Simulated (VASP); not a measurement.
**TaS2: relaxation of cell and atoms with PBE+D3(BJ)**

Crystal: TaS2.

```
CELL_PARAMETERS angstrom
3.35000 0.00000 0.00000
-1.67500 2.90119 0.00000
0.00000 0.00000 5.86000
ATOMIC_POSITIONS crystal
Ta 0.00000 0.00000 0.00000
S 0.33333 0.66667 0.25000
S 0.66667 0.33333 0.75000
```

| Quantity | Value |
| --- | --- |
| Program | VASP 6.6.1 |
| Task | relaxation of cell and atoms |
| Functional | PBE |
| Dispersion | D3(BJ) |
| Potentials or basis | VASP PAW PBE potentials, release 64 (Ta_pv, S) |
| Cutoff | 600 eV |
| k mesh | 15 × 15 × 6 |
| Occupations | methfessel-paxton, width 0.1 eV |
| Spin | no spin polarisation |
| Further INCAR settings | ALGO = Normal; EDIFF = 1e-06; IBRION = 2; EDIFFG = -0.01; NSW = 90; ISIF = 3 |

```json
{"Relaxed volume": "18.50 Å³/atom", "Relaxed cell": "a = 3.327 Å, b = 3.327 Å, c = 5.792 Å, α = 90.00°, β = 90.00°, γ = 120.00°", "Space group after relaxing (to 0.05 Å)": "P-3m1 (No. 164)", "Energy gained by relaxing": "32.2 meV/atom", "Ionic steps": "25", "Pressure after relaxing": "0.0 GPa", "Largest force after relaxing": "0.003 eV/Å", "Band gap on the k mesh": "none (metal or under the smearing width)", "Dispersion energy per atom": "-0.426 eV"}
```

Forces on the atoms (eV/Å):
```
Ta   0.000  0.000  0.000
S    0.000  0.000 -0.003
S    0.000  0.000  0.003
```

Step by step:
```tsv
step	energy change (eV)	largest force (eV/Å)	pressure (GPa)	volume (Å³)
1	0.0000	1.2617	5.46	56.95
2	0.1134	1.2517	-10.57	62.44
3	-0.0668	0.2078	-1.54	58.94
4	-0.0669	0.2381	-1.36	58.87
5	-0.0821	0.1370	-0.66	58.00
6	-0.0842	0.0856	-0.28	57.55
7	-0.0866	0.1335	0.10	57.20
8	-0.0897	0.2542	1.15	56.32
9	-0.0905	0.2399	1.07	56.29
10	-0.0924	0.1981	0.81	56.19
11	-0.0951	0.1139	0.32	56.01
12	-0.0955	0.0528	-0.63	55.63
13	-0.0962	0.0246	-0.20	55.80
14	-0.0962	0.0201	-0.23	55.79
15	-0.0963	0.0175	-0.20	55.73
16	-0.0965	0.0105	-0.05	55.55
17	-0.0963	0.0043	0.24	55.20
18	-0.0965	0.0063	0.04	55.46
19	-0.0965	0.0071	0.05	55.47
20	-0.0965	0.0089	0.01	55.51
21	-0.0965	0.0075	0.00	55.48
22	-0.0965	0.0070	0.00	55.47
23	-0.0965	0.0027	0.00	55.49
24	-0.0965	0.0108	-0.08	55.53
25	-0.0966	0.0030	0.00	55.51
```

Final structure:
```
CELL_PARAMETERS angstrom
3.32665 0.00000 0.00000
-1.66333 2.88096 0.00000
0.00000 0.00000 5.79164
ATOMIC_POSITIONS crystal
Ta 0.00000 0.00000 0.00000
S 0.33333 0.66667 0.26702
S 0.66667 0.33333 0.73298
```

Levels at points of the mesh, in eV from the Fermi level:
```tsv
k point	band 8	band 9	band 10	band 11	band 12	band 13	band 14	band 15
(0.00, 0.00, 0.00)	-3.79	-1.12	-0.59	-0.59	-0.06	0.20	0.20	3.69
(0.00, 0.00, 0.50)	-3.74	-3.74	-0.82	-0.82	0.16	0.16	1.06	4.26
```

It took 16 min on 1 thread of Intel(R) Xeon(R) Platinum 8488C (Sapphire Rapids) (shared host), peak memory 0.32 GiB.

The run has no spin-orbit coupling, so splittings on Ta are missing.
